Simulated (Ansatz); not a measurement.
Runs of Ansatz 0.2.0 on Cu. It takes space group I4/mmm (No. 139, tetragonal). Conventional cell: a = 2.886 Å, b = 2.886 Å, c = 2.752 Å, α = 90.00°, β = 90.00°, γ = 90.00°. Cu (site symmetry 4/mmm) has 10 Cu at 2.46 to 2.75 Å as nearest neighbours. This isn't the form of Cu at room conditions, which is fcc.

```csv
task,level,potentials or basis,spin,U,k mesh,cutoff (eV),smearing,points for each segment of the path,hubbard projectors,double counting,other keys,mesh quality,gap on the mesh (eV),pressure (GPa),moment (μB)
electrostatic potential,PBE0+D3(BJ)-ATM,Ansatz PAW polarizable,off,-,8 × 8 × 8,420,gaussian 0.1 eV,-,-,-,-,coarse,none,-0.4,-
ladder of functionals,RPBE,Ansatz PAW,"non-collinear, random start, SOC",-,13 × 13 × 13,420,gaussian 0.01 eV,-,-,-,hamiltonian.pseudopotentials = kind paw_fr; …,not flagged,none,12.3,0.00
band structure,PBEsol+D3(BJ),SSSP efficiency PAW,off,-,13 × 13 × 13,1225,cold 0.01 eV,14,-,-,-,not flagged,none,(a),-
Wannier functions,PBEsol+U,SSSP precision PAW,off,Cu d U = 3.5 eV,13 × 13 × 13,1225,gaussian 0.05 eV,-,all-electron-atomic,amf,-,not flagged,none,-,-
Wannier functions,r2SCAN+D4,SSSP efficiency PAW,off,-,13 × 13 × 13,1225,tetrahedron,-,-,-,-,not flagged,none,-,-
single point,r2SCAN+D3(BJ),PseudoDojo standard (LDA files),"collinear, ferromagnetic start",-,13 × 13 × 13,1252,tetrahedron,-,-,-,-,not flagged,none,-2.9,0.00
```

Alike in all rows: cell as given.

Question: Estimate the missing entries.

Answer: (a) -8.9.

Caveats: some runs use coarse meshes; pairwise dispersion overbinds metals, which lowers pressure and volume (some runs); the PAW data sets come from PBE, with cores solved anew for the run's functional, which leaves a small shift of forces and pressure (some runs); the thresholds are loose for stress (some runs); the starting moments weren't kept (some runs); U without spin polarisation on a metal has little footing (some runs); the U is typed as a test and isn't derived for this compound (some runs); the meta-GGA runs on potentials made for a GGA (some runs).

A gap of «none» marks a metal or a gap under the smearing width.

The runs don't all hold the same shells in valence.
